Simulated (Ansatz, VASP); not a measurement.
SnO: VASP beside Ansatz

```
Sn O
1.0
     3.41105    0.00000    0.00000
    -1.70552    2.95405    0.00000
     0.00000    0.00000    6.40196
Sn O
2 2
Direct
  0.33333 0.66667 0.25000
  0.66667 0.33333 0.75000
  0.00000 0.00000 0.00000
  0.00000 0.00000 0.50000
```

Alike in both runs: task relaxation of cell and atoms; functional PBE; k mesh 18 × 18 × 8; occupations gaussian, width 0.1 eV; no spin polarisation.

|  | VASP | Ansatz |
| --- | --- | --- |
| version | VASP 6.6.1 | Ansatz 0.2.0 |
| potentials or method | VASP PAW PBE potentials, release 64 (Sn_d, O) | scalar-relativistic, plane waves, PAW |
| plane-wave cutoff (eV) | 600 | 420 |
| valence electrons in the cell | 40 | 40 |

Ansatz gave:

| Item | Value |
| --- | --- |
| gap on the k mesh at the Fermi level, each at its own relaxed structure (eV) | none |
| relaxed volume (Å³/atom) | 16.20 |
| relaxed cell length with the largest relative difference (Å) | 6.382 |

Task: Estimate VASP's values.

Result: gap on the k mesh at the Fermi level, each at its own relaxed structure (eV): none; relaxed volume (Å³/atom): 16.19; relaxed cell length with the largest relative difference (Å): 6.378.

A gap of «none» marks a metal or a gap that the smearing closes.
